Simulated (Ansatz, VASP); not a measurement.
**Si (Silicon) in two plane-wave programs**

Wanted: the spread between two codes on one cell, functional and k mesh. The structure shown comes from an earlier Ansatz run, which isn't shown and may have moved the atoms alone.

Program: Ansatz 0.2.0. Level of theory: plane waves, with VASP 6.6.1 beside it; elastic constants at r2SCAN. Results are calculated unless marked as measured.

### 1. Set-up

The structure is cubic, space group Fd-3m (No. 227). Conventional cell: a = 5.444 Å, b = 5.444 Å, c = 5.444 Å, α = 90.00°, β = 90.00°, γ = 90.00°. Nearest to Si lie 4 Si at 2.36 Å.

### 2. Ansatz: elastic constants, r2SCAN

Ansatz runs on its default PAW (the set named soft_2) files.

Elastic constants are differences of stresses under small strains, so they test the stress and the mesh.

Input file input.yaml:

```yaml
crystal:
  lattice:
    - [0.0, 2.7221053804, 2.7221053804]
    - [2.7221053804, 0.0, 2.7221053804]
    - [2.7221053804, 2.7221053804, 0.0]
  atoms:
    - { symbol: Si, position: [0.0, 0.0, 0.0] }
    - { symbol: Si, position: [0.25, 0.25, 0.25] }
kpoints:
  mp_grid: { grid: [10, 10, 10] }
hamiltonian:
  xc: r2scan
scf:
  occupations: { method: gaussian, width: 0.02 }
output:
  forces: true
  stress: true
  eigenvalues: true
elastic:
  mode: relaxed_ion
  stencil: two_point
```

On the command line:

```sh
$ ansatz run input.yaml --threads 4 --pin off --max-ram 8192MiB --backend cpu --events-out ev --progress --plain --runs-dir out
```

Numbers of over 12 decimals in the logs are rounded to 6 here.

Output:

```text
Engine: ansatz 0.2.0, x86_64-unknown-linux-gnu
Pseudopotentials: kind: paw
Pseudopotential: Si, paw, valence charge 4, recommended cutoff 500 eV (meta_gga), Si.paw.azcp
Functional definition: r2SCAN
  parameter k0 = 0.174
  parameter k1 = 0.065
  parameter a1 = 4.9479
  exchange = r2scan_x(k0 = k0, k1 = k1, a1 = a1)
  correlation = r2scan_c
Crystal: 2 atoms, lattice volume = 40.341 Å³
Basis set: ecut = 500 eV, 965 PW (Γ), exchange–correlation on 120×120×120 points (64 copies of the dense FFT grid, shifted against one another)
Bands: 8, of which v1, the nominal top of the filled ones, is band 4 counted from 1 (3 counted from 0)
Symmetry: 48 space group operations
Space group: Fd-3m (ITA 227), of the structure as read, at distance tolerance 3.4e-5 Å
k-points: 47 of 1000
Non-local potential: Si, projectors of the file, l = 0: 2, l = 1: 2, l = 2: 2
PAW form: soft (Blöchl's): semilocal exchange-correlation on the pseudo side does not see the compensation charge
PAW frozen core: Si, regenerated for the run's functional (the file was generated under x = pbe(κ = 0.804, μ = 0.219515), c = pbe(β = 0.066725))
PAW one-centre angular grid: Si, 302 points (default); XC on 160 Gauss nodes
Initial density: superposition of atomic densities (neutral atoms: chi_scale 0, normalization atom), corrected by the library's trained network
Initial wavefunctions: pseudopotential atomic-orbital guess
Functional: x = r2scan, c = r2scan; τ floored in thin density (d = 2e-4 eV/Å³)
SCF iter   1: F=—  HF=-1278.117780 eV  |F-HF|=—  |Δ(HF+E_count)|=         —  Δρ=3.12e-3  dr2=3.07e-3  dr2_τ=1.21e-2  ethr=1.77e-3  ⟨swp⟩=6.1  Hψ=3470  notcnv=0
preconditioner: auto → none  [insulator: Δε(μ)=0.745 eV  Ē_g=10.044 eV  σ=0.020 eV  W_gap=1.00  n_scr=8 (ndim 8)  ℏωp=16.5 eV  f_vac=0.000  D(μ)=0.00/eV (n_scr^D=0)  ε∞_Penn≈3.7]
SCF iter   2: F=—  HF=-1278.132847 eV  |F-HF|=—  |Δ(HF+E_count)|=   1.51e-2  Δρ=1.82e-3  dr2=9.13e-4  dr2_τ=4.74e-6  ethr=3.83e-5  ⟨swp⟩=2.1  Hψ=1132  notcnv=0
SCF iter   3: F=—  HF=-1278.132802 eV  |F-HF|=—  |Δ(HF+E_count)|=   4.54e-5  Δρ=2.14e-4  dr2=1.12e-5  dr2_τ=5.51e-7  ethr=1.14e-5  ⟨swp⟩=2.1  Hψ=499  notcnv=0
SCF iter   4: F=—  HF=-1278.132809 eV  |F-HF|=—  |Δ(HF+E_count)|=   7.40e-6  Δρ=4.41e-5  dr2=2.75e-7  dr2_τ=4.79e-9  ethr=1.41e-7  ⟨swp⟩=2.3  Hψ=566  notcnv=0
SCF iter   5: F=—  HF=-1278.132813 eV  |F-HF|=—  |Δ(HF+E_count)|=   3.27e-6  Δρ=9.34e-6  dr2=1.82e-8  dr2_τ=1.55e-10  ethr=3.44e-9  ⟨swp⟩=2.0  Hψ=564  notcnv=0
SCF iter   6: F=—  HF=-1278.132813 eV  |F-HF|=—  |Δ(HF+E_count)|=   1.46e-8  Δρ=9.80e-7  dr2=1.99e-10  dr2_τ=1.05e-12  ethr=2.28e-10  ⟨swp⟩=2.0  Hψ=564  notcnv=0
SCF iter   7: F=—  HF=-1278.132813 eV  |F-HF|=—  |Δ(HF+E_count)|=  1.68e-10  Δρ=1.35e-7  dr2=4.01e-12  dr2_τ=2.83e-14  ethr=2.48e-12  ⟨swp⟩=2.0  Hψ=564  notcnv=0
SCF iter   8: F=-1278.132813 eV  HF=-1278.132813 eV  |F-HF|=2.27e-13  |Δ(HF+E_count)|=  1.82e-12  Δρ=8.05e-9  dr2=1.35e-14  dr2_τ=5.04e-17  ethr=1.00e-12  ⟨swp⟩=3.0  Hψ=1521  notcnv=0
SCF 1 converged in 8 iterations: F = -1278.132813 eV  dr2 = 1.35e-14
  greatest PAW one-centre occupation: 0.643 electrons in one spin orbital (limit 2), on the Si atom at site 1 (counted from 0), in its partial waves of l = 0
Initial density: handed on by an earlier stage of this run
Initial wavefunctions: those handed on with the density
iter 1 solved again at ethr=1.00e-12 eV; its pass at ethr=3.10e-3 eV (dr2=1.46e-14 eV) is discarded
SCF iter   1: F=—  HF=-1278.132813 eV  |F-HF|=—  |Δ(HF+E_count)|=         —  Δρ=8.15e-9  dr2=1.38e-14  dr2_τ=5.04e-17  ethr=1.00e-12  ⟨swp⟩=2.0  Hψ=3474  notcnv=0
preconditioner: auto → none  [insulator: Δε(μ)=0.778 eV  Ē_g=10.030 eV  σ=0.020 eV  W_gap=1.00  n_scr=8 (ndim 8)  ℏωp=16.5 eV  f_vac=0.000  D(μ)=0.00/eV (n_scr^D=0)  ε∞_Penn≈3.7]
SCF iter   2: F=-1278.132813 eV  HF=-1278.132813 eV  |F-HF|=4.55e-13  |Δ(HF+E_count)|=  1.82e-12  Δρ=4.20e-9  dr2=3.48e-15  dr2_τ=2.07e-17  ethr=1.00e-12  ⟨swp⟩=4.0  Hψ=1058  notcnv=0
SCF 2 converged in 2 iterations: F = -1278.132813 eV  dr2 = 3.48e-15
Crystal: 2 atoms, lattice volume = 40.260 Å³
Symmetry: 16 space group operations
k-points: 102 of 1000
iter 1 solved again at ethr=1.04e-7 eV; its pass at ethr=3.10e-3 eV (dr2=8.32e-6 eV) is discarded
SCF iter   1: F=—  HF=-1278.132712 eV  |F-HF|=—  |Δ(HF+E_count)|=         —  Δρ=1.41e-4  dr2=8.46e-6  dr2_τ=1.25e-6  ethr=1.04e-7  ⟨swp⟩=2.4  Hψ=7665  notcnv=0
preconditioner: auto → none  [insulator: Δε(μ)=0.752 eV  Ē_g=10.040 eV  σ=0.020 eV  W_gap=1.00  n_scr=8 (ndim 8)  ℏωp=16.6 eV  f_vac=0.000  D(μ)=0.00/eV (n_scr^D=0)  ε∞_Penn≈3.7]
SCF iter   2: F=—  HF=-1278.132726 eV  |F-HF|=—  |Δ(HF+E_count)|=   1.39e-5  Δρ=7.48e-5  dr2=2.13e-6  dr2_τ=6.18e-9  ethr=1.04e-7  ⟨swp⟩=2.3  Hψ=1231  notcnv=0
SCF iter   3: F=—  HF=-1278.132726 eV  |F-HF|=—  |Δ(HF+E_count)|=   1.02e-8  Δρ=8.46e-6  dr2=3.89e-8  dr2_τ=2.78e-10  ethr=2.66e-8  ⟨swp⟩=2.3  Hψ=1238  notcnv=0
[...]
SCF iter   5: F=—  HF=-1278.132770 eV  |F-HF|=—  |Δ(HF+E_count)|=  2.80e-11  Δρ=7.60e-8  dr2=1.69e-12  dr2_τ=2.39e-14  ethr=3.16e-13 (applied; sched 1.00e-12)  ⟨swp⟩=2.0  Hψ=2052  notcnv=0
SCF iter   6: F=-1278.132770 eV  HF=-1278.132770 eV  |F-HF|=4.55e-13  |Δ(HF+E_count)|=  1.59e-12  Δρ=1.43e-8  dr2=6.01e-14  dr2_τ=2.73e-16  ethr=1.00e-12  ⟨swp⟩=3.0  Hψ=5322  notcnv=0
SCF 6 converged in 6 iterations: F = -1278.132770 eV  dr2 = 6.01e-14
relax step   2: F+E_penalty+E_count = -1278.13277033 eV  Δ(F+E_penalty+E_count) = -1.259e-5 eV  max|allowed force component| = 3.557e-3 eV/Å  Δτ_max = 0.0006 Å  (6 SCF iters, accepted)
[...]
relax step   3: F+E_penalty+E_count = -1278.13277078 eV  Δ(F+E_penalty+E_count) = -4.562e-7 eV  max|allowed force component| = 5.065e-8 eV/Å  Δτ_max = 0.0001 Å  (6 SCF iters, accepted)
[...]
relax step   1: F+E_penalty+E_count = -1278.13275774 eV  Δ(F+E_penalty+E_count) = +0.000e0 eV  max|allowed force component| = 1.902e-2 eV/Å  Δτ_max = 0.0000 Å  (6 SCF iters, accepted)
[...]
relax step   2: F+E_penalty+E_count = -1278.13277078 eV  Δ(F+E_penalty+E_count) = -1.305e-5 eV  max|allowed force component| = 2.488e-7 eV/Å  Δτ_max = 0.0007 Å  (6 SCF iters, accepted)
iter 1 solved again at ethr=1.00e-12 eV; its pass at ethr=3.10e-3 eV (dr2=9.63e-14 eV) is discarded
SCF iter   1: F=—  HF=-1278.132771 eV  |F-HF|=—  |Δ(HF+E_count)|=         —  Δρ=1.75e-8  dr2=9.00e-14  dr2_τ=4.08e-16  ethr=1.00e-12  ⟨swp⟩=2.2  Hψ=12772  notcnv=0
SCF iter   2: F=-1278.132771 eV  HF=-1278.132771 eV  |F-HF|=1.36e-12  |Δ(HF+E_count)|=  1.82e-12  Δρ=9.30e-9  dr2=2.51e-14  dr2_τ=1.02e-16  ethr=1.00e-12  ⟨swp⟩=4.1  Hψ=4104  notcnv=0
SCF 11 converged in 2 iterations: F = -1278.132771 eV  dr2 = 2.51e-14
SCF converged after 2 iterations
Free energy (F): -1278.132813 eV
Harris-Foulkes:  -1278.132813 eV  (|F-HF|=4.55e-13)
Internal energy: -1278.132813 eV  (E = F + TS)
E sigma→0 (E₀):  -1278.132813 eV
Fermi energy:    6.465118 eV
--- Per-component energies (eV) ---
  E_band       = 6.417364
  E_kinetic    = 80.805353
  E_local      = -53.782579  (includes V_loc(G=0)·N_el)
  E_nonlocal   = 49.997211
  E_hartree    = 14.987417
  E_xc         = -103.009779
  E_vxc        = -99.484351  (∫ρ·V_xc dr)
  E_paw        = -1039.012907  (= ΣΔE_a)
  E_vpaw       = -4.985360  (= ΣTr[D̂ρ^β])
  E_aug_tail   = 0.000009  (compensation charges beyond the density's cutoff)
  E_vtau       = 3.892248  (kinetic-family band-sum trace: ∫τ·v_τ [+ j·A + Jᵃ·Aᵃ] dr)
  E_ewald      = -227.964671
  E_core_change = -0.152866  (= ΣΔE_core)
  E_smearing   = -0.000000  (= −TS)
  E_closure    = 0.000000  (closes the sum)
  Σ components = -1278.132813   (vs F -1278.132813, Δ=0.00e0)
--- Forces (eV/Å), atoms counted from 1 ---
  atom   1  Si     0.00000000     0.00000000    -0.00000000
  atom   2  Si     0.00000000     0.00000000    -0.00000000
  max |Σ_I F_I| component: 4.63e-17 eV/Å
--- Stress (GPa, compression-positive) ---
        0.001325      -0.000000      -0.000000
       -0.000000       0.001325       0.000000
       -0.000000      -0.000000       0.001325
  P = ⅓ Tr σ = 0.0013 GPa (0.013 kbar)
--- Band table (eV; the first three rows and the last of 47) ---
  k-point 0: bands = ["-6.4068", "6.0763", "6.0763", "6.0763", "8.8156", "8.8156", "8.8156", "9.9634"]
  k-point 1: bands = ["-6.2699", "4.9080", "5.8675", "5.8675", "8.8991", "9.1235", "9.1235", "10.8525"]
  k-point 2: bands = ["-5.8655", "2.9722", "5.4652", "5.4652", "8.5904", "9.6614", "9.6614", "12.6642"]
  k-point 46: bands = ["-1.9140", "-1.9140", "2.1550", "2.1550", "9.8018", "9.8018", "12.4197", "12.4197"]
--- Elastic constants: 2 strain directions × 2 members + reference (group order 48) ---
  dense FFT box of the reference and of every strained cell: 30×30×30
  strains applied: 11, 23; error gains: componentwise 1.00 (the most a stress slope's error grows in a printed constant), spectral 1.73 (1 for all six strains in a standard setting)
  C = ∂σ_k/∂η_j (tension-positive GPa; Voigt order 11 22 33 23 13 12):
       167.864     61.558     61.558      0.000     -0.000     -0.000
        61.558    167.864     61.558     -0.000     -0.000     -0.000
        61.558     61.558    167.864     -0.000     -0.000     -0.000
         0.000     -0.000     -0.000     81.376      0.000     -0.000
        -0.000      0.000      0.000      0.000     81.376      0.000
        -0.000      0.000      0.000     -0.000     -0.000     81.376
  reference stress σ⁰ (GPa):     -0.001     -0.001     -0.001      0.000     -0.000      0.000
  C* (energy form; C + prestress term) asymmetry max|C*_kj − C*_jk| = 2.132e-14 GPa — a small one proves nothing (zero by symmetry where the batch's group is 432, −43m or m−3m); a large one is finite-difference/SCF noise where every solve meets its electron count
  moduli (Voigt/Reuss/Hill, GPa): K = 96.99/96.99/96.99   G = 70.09/67.12/68.60   E = 166.54   ν = 0.214
  mechanically stable: yes (min eigenvalue of sym C = 81.38 GPa)
  strain η (Voigt 11):  stress-route row diagonal C_11 = 167.86 GPa, energy-path curvature d²(F+E_count+ΔE)/dδ²/Ω₀ = 167.86 GPa
         δ    σ_11 (GPa)             F (eV)   n_scf  n_hpsi   n_pw
    -2.000e-3      -0.3377       -1278.1327266       7   18493   1034   relax 0 steps, max|allowed force component| 5.90e-17 eV/Å
     2.000e-3       0.3337       -1278.1327283       5   15860   1035   relax 0 steps, max|allowed force component| 1.11e-16 eV/Å
  strain η (Voigt 23):  stress-route row diagonal C_44 = 81.38 GPa, energy-path curvature d²(F+E_count+ΔE)/dδ²/Ω₀ = 81.38 GPa
         δ    σ_23 (GPa)             F (eV)   n_scf  n_hpsi   n_pw
    -2.000e-3      -0.1628       -1278.1327708       2   19001   1034   relax 3 steps, max|allowed force component| 5.07e-8 eV/Å
     2.000e-3       0.1628       -1278.1327708       2   19260   1034   relax 2 steps, max|allowed force component| 2.49e-7 eV/Å
```

[end of part 1 of 2]

[Lines on the potential files, build, host, timing and source positions are cut from VASP's logs without a mark.]

[Logs are printed without paths, hosts, clocks, repeated set-up lines and the standing remarks that a program may print on its own settings, such as how far it seeks lower states.]

[Hosts, paths, dates, database ids (printed as entryN), source tags and the programs' standing remarks are cut or masked in the printed files.]
